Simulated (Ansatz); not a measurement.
# Si/GaP/NiSi2: a contact from a semiconductor to a metal

Is Si/GaP/NiSi2 a contact for electrons or for holes? The semiconductor is Si diamond(111), undoped, with its far face capped by hydrogen, and the metal is NiSi2 fluorite(111) turned by 180 degrees (type B), with GaP zinc blende(111) between them (whole bilayers). After relaxation the nearest pair at the metal is Si–Ga at 2.45 Å, along the normal. The common net has a side of 3.868 Å, which strains the semiconductor by +0.0 %, the layer between by -0.7 % and the metal by +0.7 %, against typed lattice constants near PBE's. The first steps treat the bulk crystals alone.

Main program and level: Ansatz 0.2.0; PBE DFT, plane waves, PAW files, in the first sound run; inputs show where later runs differ.

## 1. Starting point

The structure is cubic, space group Fd-3m (No. 227). Conventional cell: a = 5.470 Å, b = 5.470 Å, c = 5.470 Å, α = 90.00°, β = 90.00°, γ = 90.00°. Nearest to Si lie 4 Si at 2.37 Å.

## 2. Layer spacing of the electrode, 6 atoms

The electrode is held to the junction's net and relaxed along the normal; its spacing is used for the ideal lead layers.

Input file input.yaml:

```yaml
crystal:
  lattice:
    - [3.868, 0.0, 0.0]
    - [-1.934, 3.3497862618, 0.0]
    - [0.0, 0.0, 9.474102032]
  atoms:
    - { symbol: Si, position: [0.0, 0.0, 0.0] }
    - { symbol: Si, position: [0.0, 0.0, 0.25] }
    - { symbol: Si, position: [0.3333333333, 0.6666666667, 0.3333333333] }
    - { symbol: Si, position: [0.3333333333, 0.6666666667, 0.5833333333] }
    - { symbol: Si, position: [0.6666666667, 0.3333333333, 0.6666666667] }
    - { symbol: Si, position: [0.6666666667, 0.3333333333, 0.9166666667] }
kpoints:
  mp_grid: { grid: [12, 12, 3] }
scf:
  occupations: { method: fermi_dirac, width: 0.1 }
  max_iter: 150
hamiltonian:
  xc: pbe
relax:
  f_tol: 0.01
  max_steps: 40
  cell: { fix: [a, b, angles] }
```

Command:

```
$ ansatz run input.yaml --threads 8 --pin off --max-ram 24576MiB --backend cpu --events-out ev --progress --plain --runs-dir out
```

Numbers of over 12 decimals in the logs are rounded to 6 here.

Log:

```text
Engine: ansatz 0.2.0, aarch64-unknown-linux-gnu
Pseudopotentials: kind: paw
Pseudopotential: Si, paw, valence charge 4, recommended cutoff 420 eV (normal), Si.paw.azcp
Functional definition: PBE
  parameter kappa = 0.804
  parameter beta = 0.066725
  exchange = pbe_x(kappa = kappa, mu = beta*pi^2/3)
  correlation = pbe_c(beta = beta)
Crystal: 6 atoms, lattice volume = 122.756 Å³
Basis set: ecut = 420 eV, 2431 PW (Γ), exchange–correlation on 54×54×128 points (8 copies of the dense FFT grid, shifted against one another)
Bands: 18, of which v1, the nominal top of the filled ones, is band 12 counted from 1 (11 counted from 0)
Symmetry: 36 space group operations
Space group: R-3m (ITA 166), of the structure as read, at distance tolerance 5.0e-5 Å
k-points: 50 of 432
Non-local potential: Si, projectors of the file, l = 0: 2, l = 1: 2, l = 2: 2
PAW form: soft (Blöchl's): semilocal exchange-correlation on the pseudo side does not see the compensation charge
PAW one-centre angular grid: Si, 110 points (default); XC on 64 Gauss nodes
Initial density: superposition of atomic densities (neutral atoms: chi_scale 0, normalization atom), corrected by the library's trained network
Initial wavefunctions: pseudopotential atomic-orbital guess
Functional: x = pbe(κ = 0.804, μ = 0.219515), c = pbe(β = 0.066725)
SCF iter   1: F=—  HF=-3814.860064 eV  |F-HF|=—  |Δ(HF+E_count)|=         —  Δρ=1.29e-3  dr2=1.36e-3  ethr=1.77e-3  ⟨swp⟩=6.6  Hψ=5602  notcnv=0
preconditioner: auto → Resta (q_TF=auto, 2.079 Å⁻¹)  ε∞=5.4  [insulator: Δε(μ)=0.737 eV  Ē_g=7.830 eV  σ=0.100 eV  W_gap=0.95  n_scr=24 (ndim 8)  ℏωp=16.4 eV  f_vac=0.000  D(μ)=0.04/eV (n_scr^D=0)  ε∞_Penn≈5.4]
SCF iter   2: F=—  HF=-3814.861012 eV  |F-HF|=—  |Δ(HF+E_count)|=   9.48e-4  Δρ=6.96e-4  dr2=4.14e-4  ethr=5.68e-6  ⟨swp⟩=2.3  Hψ=1814  notcnv=0
SCF iter   3: F=—  HF=-3814.861168 eV  |F-HF|=—  |Δ(HF+E_count)|=   1.56e-4  Δρ=8.37e-5  dr2=1.12e-5  ethr=1.73e-6  ⟨swp⟩=2.0  Hψ=1500  notcnv=0
SCF iter   4: F=—  HF=-3814.861179 eV  |F-HF|=—  |Δ(HF+E_count)|=   1.05e-5  Δρ=2.15e-5  dr2=9.43e-7  ethr=4.66e-8  ⟨swp⟩=2.0  Hψ=1500  notcnv=0
iter 5 did not close the SCF: its close was put off for the readings that it lacked (scf_convergence_deferred on its scf_iter line)
SCF iter   5: F=-3814.861179 eV  HF=-3814.861179 eV  |F-HF|=2.62e-8  |Δ(HF+E_count)|=   9.27e-7  Δρ=4.84e-6  dr2=1.59e-8  ethr=3.93e-9  ⟨swp⟩=2.0  Hψ=1496  notcnv=0
SCF iter   6: F=-3814.861179 eV  HF=-3814.861179 eV  |F-HF|=8.64e-11  |Δ(HF+E_count)|=   3.07e-8  Δρ=1.61e-6  dr2=2.12e-9  ethr=6.62e-11  ⟨swp⟩=2.1  Hψ=3021  notcnv=0
SCF 1 converged in 6 iterations: F = -3814.861179 eV  dr2 = 2.12e-9
  greatest PAW one-centre occupation: 0.633 electrons in one spin orbital (limit 2), on the Si atom at site 5 (counted from 0), in its partial waves of l = 0
relax step   1: F+E_penalty+E_count = -3814.86117947 eV  Δ(F+E_penalty+E_count) = +0.000e0 eV  max|allowed force component| = 7.205e-4 eV/Å  Δτ_max = 0.0000 Å  P = +0.003 GPa  Ω = 122.756 Å³  fix = [a, b, alpha, beta, gamma]  reactions: a +0.005, b +0.005 GPa  (6 SCF iters, dr2 threshold 1.00e-7 eV, accepted)
Initial density: handed on by an earlier stage of this run
Initial wavefunctions: pseudopotential atomic-orbital guess (no wavefunctions were taken with the density)
iter 1 solved again at ethr=5.58e-8 eV; its pass at ethr=3.10e-3 eV (dr2=1.34e-5 eV) is discarded
SCF iter   1: F=—  HF=-3814.861178 eV  |F-HF|=—  |Δ(HF+E_count)|=         —  Δρ=1.44e-6  dr2=1.24e-9  ethr=5.58e-8  ⟨swp⟩=3.2  Hψ=8277  notcnv=0
eigensolver tolerance schedule: the retry pair's looser diagonalisation over-reported the residual by 10795.03 of it (diagonalisation noise at 0.24 of the residual, at the tolerance the schedule requests for it); recorded, not acted on — ethr = c·dr2/N_el stays at c = 1.0e-1
preconditioner: auto → Resta (q_TF=auto, 2.079 Å⁻¹)  ε∞=5.4  [insulator: Δε(μ)=0.739 eV  Ē_g=7.831 eV  σ=0.100 eV  W_gap=0.95  n_scr=24 (ndim 8)  ℏωp=16.4 eV  f_vac=0.000  D(μ)=0.04/eV (n_scr^D=0)  ε∞_Penn≈5.4]
SCF iter   2: F=—  HF=-3814.861179 eV  |F-HF|=—  |Δ(HF+E_count)|=   1.73e-6  Δρ=1.12e-6  dr2=1.09e-9  ethr=5.17e-12  ⟨swp⟩=3.2  Hψ=2074  notcnv=0
SCF iter   3: F=—  HF=-3814.861179 eV  |F-HF|=—  |Δ(HF+E_count)|=  1.06e-10  Δρ=4.08e-7  dr2=1.47e-10  ethr=4.54e-12  ⟨swp⟩=2.0  Hψ=1247  notcnv=0
SCF iter   4: F=-3814.861179 eV  HF=-3814.861179 eV  |F-HF|=1.36e-12  |Δ(HF+E_count)|=  3.59e-11  Δρ=1.71e-8  dr2=1.73e-13  ethr=1.00e-12  ⟨swp⟩=4.0  Hψ=2907  notcnv=0
SCF 2 converged in 4 iterations: F = -3814.861179 eV  dr2 = 1.73e-13
relax step   2: F+E_penalty+E_count = -3814.86117947 eV  Δ(F+E_penalty+E_count) = -2.924e-10 eV  max|allowed force component| = 7.204e-4 eV/Å  Δτ_max = 0.0000 Å  P = +0.003 GPa  Ω = 122.756 Å³  fix = [a, b, alpha, beta, gamma]  reactions: a +0.005, b +0.005 GPa  stress off target by 1.20e-3 GPa on what of the cell is left free  SCF on the basis re-selected at this cell (its energy is not comparable with the rows above)  (4 SCF iters)
basis re-selected at this cell: Δ(F+E_penalty+E_count) = -2.924e-10 eV, ΔP = +0.000 GPa vs the last step (what re-selecting the basis moved, of the pressure what is left beyond the Pulay correction that the steps carried, after the strain that the cell walked since its last selection, with what the two solves' SCF thresholds leave and, on support functions, any second-order correction that the steps lacked; it is no  [...]
SCF converged after 4 iterations
Free energy (F): -3814.861179 eV
Harris-Foulkes:  -3814.861179 eV  (|F-HF|=1.36e-12)
Internal energy: -3814.858964 eV  (E = F + TS)
E sigma→0 (E₀):  -3814.860071 eV
Entropy (-TS):   -0.002216 eV (-0.369 meV/atom)
Fermi energy:    6.322458 eV
--- Per-component energies (eV) ---
  E_band       = 24.043848
  E_kinetic    = 240.400167
  E_local      = -168.417913  (includes V_loc(G=0)·N_el)
  E_nonlocal   = 155.251767
  E_hartree    = 45.515315
  E_xc         = -330.364243
  E_vxc        = -279.456073  (∫ρ·V_xc dr)
  E_paw        = -3076.584018  (= ΣΔE_a)
  E_vpaw       = -14.764767  (= ΣTr[D̂ρ^β])
  E_aug_tail   = 0.000038  (compensation charges beyond the density's cutoff)
  E_ewald      = -680.660077
  E_smearing   = -0.002216  (= −TS)
  E_closure    = 0.000000  (closes the sum)
  Σ components = -3814.861179   (vs F -3814.861179, Δ=0.00e0)
--- Forces (eV/Å), atoms counted from 1 ---
  atom   1  Si    -0.00000000     0.00000000    -0.00072036
  atom   2  Si     0.00000000    -0.00000000     0.00072036
  atom   3  Si     0.00000000     0.00000000    -0.00072036
  atom   4  Si     0.00000000    -0.00000000     0.00072036
  atom   5  Si    -0.00000000     0.00000000    -0.00072036
  atom   6  Si    -0.00000000    -0.00000000     0.00072036
  max |Σ_I F_I| component: 3.70e-17 eV/Å
--- Stress (GPa, compression-positive) ---
        0.004993      -0.000000       0.000000
        0.000000       0.004993       0.000000
        0.000000      -0.000000      -0.001198
  P = ⅓ Tr σ = 0.0029 GPa (0.029 kbar)
--- Relaxed structure (1 steps of the walk, 1 accepted, 1 SCFs on fresh bases) ---
  F+E_penalty+E_count = -3814.86117947 eV   max|allowed force component| = 7.204e-4 eV/Å   (the final SCF, on the basis selected at the relaxed cell)
  cell:  # Å, volume = 122.7557 Å³
    - [3.868000, 0.0, 0.0]
    - [-1.934000, 3.349786, 0.0]
    - [0.0, 0.0, 9.474102032]
  atoms:
    - { symbol: Si, position: [0.0, 0.0, 0.0] }
    - { symbol: Si, position: [0.0, 0.0, 0.250000] }
    - { symbol: Si, position: [0.333333, 0.666667, 0.333333] }
    - { symbol: Si, position: [0.333333, 0.666667, 0.583333] }
    - { symbol: Si, position: [0.666667, 0.333333, 0.666667] }
    - { symbol: Si, position: [0.666667, 0.333333, 0.916667] }
```

Run time: 2.4 s. Hardware: 8 threads of Arm Neoverse V2, shared host; peak memory 0.51 GiB.

Little changed from the start: no atom moved by 0.005 Å and no cell edge by 0.1 %.

Numbers from this step:

```
free energy  : -3814.8612 eV
Fermi energy : 6.322 eV
pressure     : 0.002930 GPa
```

## 3. Layer spacing of the electrode, 9 atoms

System of this step: Si2Ni (NiSi2). It takes space group R-3m (No. 166, trigonal). Conventional cell: a = 3.868 Å, b = 3.868 Å, c = 9.356 Å, α = 90.00°, β = 90.00°, γ = 120.00°. Si has 4 Ni at 2.34 to 2.37 Å nearest. Nearest to Ni lie 8 Si at 2.34 to 2.37 Å. Farther neighbours are not listed.

The electrode is held to the junction's net and relaxed along the normal; its spacing is used for the ideal lead layers.

input.yaml, the sections that differ from step 2:

```yaml
crystal:
  lattice:
    - [3.868, 0.0, 0.0]
    - [-1.934, 3.3497862618, 0.0]
    - [0.0, 0.0, 9.3563225771]
  atoms:
    - { symbol: Si, position: [0.0, 0.0, 0.0] }
    - { symbol: Ni, position: [0.6666666667, 0.3333333333, 0.0833333333] }
    - { symbol: Si, position: [0.3333333333, 0.6666666667, 0.1666666667] }
    - { symbol: Si, position: [0.6666666667, 0.3333333333, 0.3333333333] }
    - { symbol: Ni, position: [0.3333333333, 0.6666666667, 0.4166666667] }
    - { symbol: Si, position: [0.0, 0.0, 0.5] }
    - { symbol: Si, position: [0.3333333333, 0.6666666667, 0.6666666667] }
    - { symbol: Ni, position: [0.0, 0.0, 0.75] }
    - { symbol: Si, position: [0.6666666667, 0.3333333333, 0.8333333333] }
# kpoints, scf, hamiltonian, relax: as in step 2
```

Log:

```text
[...]
Crystal: 9 atoms, lattice volume = 121.230 Å³
Basis set: ecut = 420 eV, 2359 PW (Γ), exchange–correlation on 54×54×128 points (8 copies of the dense FFT grid, shifted against one another)
Bands: 48, of which v1, the nominal top of the filled ones, is band 39 counted from 1 (38 counted from 0)
Symmetry: 36 space group operations
[...]
k-points: 50 of 432
[...]
SCF iter   1: F=—  HF=-21337.238194 eV  |F-HF|=—  |Δ(HF+E_count)|=         —  Δρ=1.01e-2  dr2=8.91e-2  ethr=1.77e-3  ⟨swp⟩=7.8  Hψ=10253  notcnv=0  defer=3
[...]
SCF iter   8: F=-21337.228386 eV  HF=-21337.228386 eV  |F-HF|=3.41e-9  |Δ(HF+E_count)|=   1.43e-7  Δρ=2.62e-6  dr2=1.23e-8  ethr=1.28e-10  ⟨swp⟩=4.1  Hψ=8435  notcnv=0
SCF 1 converged in 8 iterations: F = -21337.228386 eV  dr2 = 1.23e-8
[...]
relax step   1: F+E_penalty+E_count = -21337.22838603 eV  Δ(F+E_penalty+E_count) = +0.000e0 eV  max|allowed force component| = 6.706e-2 eV/Å  Δτ_max = 0.0000 Å  P = -0.190 GPa  Ω = 121.230 Å³  fix = [a, b, alpha, beta, gamma]  reactions: a -1.567, b -1.567 GPa  (8 SCF iters, dr2 threshold 1.00e-7 eV, accepted)
Crystal: 9 atoms, lattice volume = 121.790 Å³
Basis set: ecut = 420 eV, 2407 PW (Γ), exchange–correlation on 54×54×128 points (8 copies of the dense FFT grid, shifted against one another)
[...]
SCF iter   6: F=-21337.234503 eV  HF=-21337.234503 eV  |F-HF|=1.56e-8  |Δ(HF+E_count)|=   2.05e-7  Δρ=5.35e-6  dr2=3.38e-8  ethr=4.28e-10  ⟨swp⟩=2.8  Hψ=8390  notcnv=0
SCF 2 converged in 6 iterations: F = -21337.234503 eV  dr2 = 3.38e-8
relax step   2: F+E_penalty+E_count = -21337.23450291 eV  Δ(F+E_penalty+E_count) = -6.117e-3 eV  max|allowed force component| = 4.024e-2 eV/Å  Δτ_max = 0.0013 Å  P = -0.858 GPa  Ω = 121.790 Å³  energy of the carried Pulay correction = -1.481e-4 eV  fix = [a, b, alpha, beta, gamma]  reactions: a -1.921, b -1.921 GPa  (6 SCF iters, dr2 threshold 9.00e-7 eV, accepted)
Crystal: 9 atoms, lattice volume = 122.304 Å³
Basis set: ecut = 420 eV, 2419 PW (Γ), exchange–correlation on 54×54×128 points (8 copies of the dense FFT grid, shifted against one another)
[...]
SCF iter   6: F=-21337.236440 eV  HF=-21337.236440 eV  |F-HF|=1.47e-8  |Δ(HF+E_count)|=   1.91e-7  Δρ=4.87e-6  dr2=2.76e-8  ethr=3.80e-10  ⟨swp⟩=2.8  Hψ=8426  notcnv=0
SCF 3 converged in 6 iterations: F = -21337.236440 eV  dr2 = 2.76e-8
relax step   3: F+E_penalty+E_count = -21337.23644019 eV  Δ(F+E_penalty+E_count) = -1.937e-3 eV  max|allowed force component| = 8.194e-3 eV/Å  Δτ_max = 0.0003 Å  P = -1.452 GPa  Ω = 122.304 Å³  energy of the carried Pulay correction = -2.834e-4 eV  fix = [a, b, alpha, beta, gamma]  reactions: a -2.205, b -2.205 GPa  (6 SCF iters, dr2 threshold 9.00e-7 eV, accepted)
[...]
relax step   4: F+E_penalty+E_count = -21337.23645561 eV  Δ(F+E_penalty+E_count) = -1.543e-5 eV  max|allowed force component| = 2.820e-3 eV/Å  Δτ_max = 0.0005 Å  P = -1.463 GPa  Ω = 122.312 Å³  energy of the carried Pulay correction = -2.855e-4 eV  fix = [a, b, alpha, beta, gamma]  reactions: a -2.195, b -2.195 GPa  (6 SCF iters, dr2 threshold 6.79e-9 eV, accepted)
[...]
SCF iter   6: F=-21337.236763 eV  HF=-21337.236763 eV  |F-HF|=3.64e-12  |Δ(HF+E_count)|=  1.09e-11  Δρ=1.26e-7  dr2=1.41e-11  ethr=1.00e-12  ⟨swp⟩=3.1  Hψ=8902  notcnv=0
SCF 5 converged in 6 iterations: F = -21337.236763 eV  dr2 = 1.41e-11
relax step   5: F+E_penalty+E_count = -21337.23676253 eV  Δ(F+E_penalty+E_count) = -3.069e-4 eV  max|allowed force component| = 2.761e-3 eV/Å  Δτ_max = 0.0000 Å  P = -1.461 GPa  Ω = 122.312 Å³  fix = [a, b, alpha, beta, gamma]  reactions: a -2.195, b -2.195 GPa  stress off target by 6.85e-3 GPa on what of the cell is left free  SCF on the basis re-selected at this cell (its energy is not comparable with the rows above)  (6 SCF iters)
[...]
SCF converged after 6 iterations
Free energy (F): -21337.236763 eV
[...]
Internal energy: -21337.144225 eV  (E = F + TS)
E sigma→0 (E₀):  -21337.190494 eV
Entropy (-TS):   -0.092538 eV (-10.282 meV/atom)
Fermi energy:    12.679644 eV
[...]
--- Forces (eV/Å), atoms counted from 1 ---
  atom   1  Si    -0.00000000     0.00000000     0.00276059
  atom   2  Ni    -0.00000000    -0.00000000    -0.00000000
  atom   3  Si     0.00000000    -0.00000000    -0.00276059
  atom   4  Si    -0.00000000     0.00000000     0.00276059
  atom   5  Ni     0.00000000    -0.00000000     0.00000000
  atom   6  Si     0.00000000    -0.00000000    -0.00276059
  atom   7  Si    -0.00000000     0.00000000     0.00276059
  atom   8  Ni    -0.00000000     0.00000000     0.00000000
  atom   9  Si     0.00000000    -0.00000000    -0.00276059
  max |Σ_I F_I| component: 3.70e-17 eV/Å
--- Stress (GPa, compression-positive) ---
       -2.195253      -0.000000       0.000000
       -0.000000      -2.195253       0.000000
       -0.000000       0.000000       0.006852
  P = ⅓ Tr σ = -1.4612 GPa (-14.612 kbar)
--- Relaxed structure (4 steps of the walk, 4 accepted, 1 SCFs on fresh bases) ---
[...]
cell:  # Å, volume = 122.3124 Å³
    - [3.868000, 0, 0]
    - [-1.934000, 3.349786, 0]
    - [0, 0, 9.439892]
  atoms:
    - { symbol: Si, position: [0, 0, -0.000118574] }
    - { symbol: Ni, position: [0.666667, 0.333333, 0.083333] }
    - { symbol: Si, position: [0.333333, 0.666667, 0.166785] }
    - { symbol: Si, position: [0.666667, 0.333333, 0.333215] }
    - { symbol: Ni, position: [0.333333, 0.666667, 0.416667] }
    - { symbol: Si, position: [0, 0, 0.500119] }
    - { symbol: Si, position: [0.333333, 0.666667, 0.666548] }
    - { symbol: Ni, position: [0, 0, 0.75] }
    - { symbol: Si, position: [0.666667, 0.333333, 0.833452] }
```

Run time: 12 s. Hardware: 8 threads; peak memory 0.73 GiB.

This run has no spin polarisation, although Ni can carry a moment.

The steps of the relaxation:

```
step  energy less that of the first step (eV)  largest force component (eV/Å)  pressure (GPa)  volume (Å³)
   1                                   0.0000                          0.0671           -0.19       121.23
   2                                  -0.0061                          0.0402           -0.86       121.79
   3                                  -0.0081                          0.0082           -1.45       122.30
   4                                  -0.0081                          0.0028           -1.46       122.31
  5*                                  -0.0084                          0.0028           -1.46       122.31
```

Relaxation steps marked * repeat the geometry before them on a plane-wave basis chosen anew for their cell, so energy and pressure can jump there.

Forces are held to the 36 operations that the run works with; a distortion that breaks them can't arise in this run.

```
conventional cell, symmetrised  before  after  change
                         a (Å)   3.868  3.868  -0.0 %
                         b (Å)   3.868  3.868  -0.0 %
                         c (Å)   9.356  9.440  +0.9 %
              volume (Å³/atom)   13.47  13.59  +0.9 %
```

Final coordinates:

```cif
data_structure
_symmetry_space_group_name_H-M 'P 1'
_symmetry_Int_Tables_number 1
_cell_length_a 3.8680
_cell_length_b 3.8680
_cell_length_c 9.4399
_cell_angle_alpha 90.000
_cell_angle_beta 90.000
_cell_angle_gamma 120.000
_cell_volume 122.31
loop_
_atom_site_label
_atom_site_type_symbol
_atom_site_fract_x
_atom_site_fract_y
_atom_site_fract_z
_atom_site_occupancy
Si1 Si 0.00000 0.00000 0.99988 1
Ni2 Ni 0.66667 0.33333 0.08333 1
Si3 Si 0.33333 0.66667 0.16679 1
Si4 Si 0.66667 0.33333 0.33321 1
Ni5 Ni 0.33333 0.66667 0.41667 1
Si6 Si 0.00000 0.00000 0.50012 1
Si7 Si 0.33333 0.66667 0.66655 1
Ni8 Ni 0.00000 0.00000 0.75000 1
Si9 Si 0.66667 0.33333 0.83345 1
```

This step gave:

```
free energy  : -21337.2368 eV
Fermi energy : 12.68 eV
pressure     : -1.461 GPa
```

The relaxation ends with a largest force component of 0.0028 eV/Å.

(Part 1 of 5 ends here.)

[Logs are printed without paths, hosts, clocks, repeated set-up lines and the standing remarks that a program may print on its own settings, such as how far it seeks lower states.]

[Hosts, paths, dates, database ids (printed as entryN), source tags and the programs' standing remarks are cut or masked in the printed files.]
